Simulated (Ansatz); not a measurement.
## Random displacements in Al₃GaN₄

These are results of Ansatz, DFT r2SCAN, scalar-relativistic, plane waves, PAW, not measurements. Cutoff 500 eV, Γ-centred 6×6×6 k-points, Gaussian smearing of 0.05 eV. No spin polarisation. Energies are free energies at this smearing, counted from the undisturbed cell; pressure is positive in compression.

Zero of the scan (relaxed at this level; it needn't be the usual structure):

```
Al Ga N
1.0
     4.40124    0.00000    0.00000
     0.00000    4.40124    0.00000
     0.00000    0.00000    4.40124
Al Ga N
3 1 4
Direct
  0.50000 0.50000 0.00000
  0.50000 0.00000 0.50000
  0.00000 0.50000 0.50000
  0.00000 0.00000 0.00000
  0.74446 0.74446 0.25554
  0.74446 0.25554 0.74446
  0.25554 0.74446 0.74446
  0.25554 0.25554 0.25554
```

The atoms are displaced (Å, in the unstrained cell):

| atom | ux | uy | uz |
| --- | --- | --- | --- |
| Al1 | 0.026 | -0.144 | -0.057 |
| Al2 | -0.358 | 0.323 | -0.003 |
| Al3 | -0.114 | 0.074 | 0.074 |
| Ga4 | -0.332 | 0.445 | 0.297 |
| N5 | 0.107 | -0.389 | -0.332 |
| N6 | 0.252 | -0.026 | -0.615 |
| N7 | -0.039 | -0.679 | 0.311 |
| N8 | 0.458 | 0.397 | 0.324 |

The cell is not strained.

Question: What are the energy change, the stress and the forces?

Answer: ΔE = 2401.1 meV/atom; stress (xx, yy, zz, yz, xz, xy; compression positive) (63.83, 67.46, 46.60, -37.44, 21.09, 4.04) GPa.
```tsv
atom	Fx (eV/Å)	Fy	Fz
Al1	7.84	-3.62	3.90
Al2	5.10	-16.38	10.31
Al3	10.21	13.65	-4.86
Ga4	1.45	-2.24	-0.72
N5	4.00	5.80	2.46
N6	-10.00	-16.77	8.53
N7	-10.47	8.81	-9.46
N8	-8.11	10.75	-10.14
```

Cost: 1 run of about 1.1 core-minutes, on Intel Xeon Platinum 8259CL (Skylake/Cascade Lake) (shared hosts).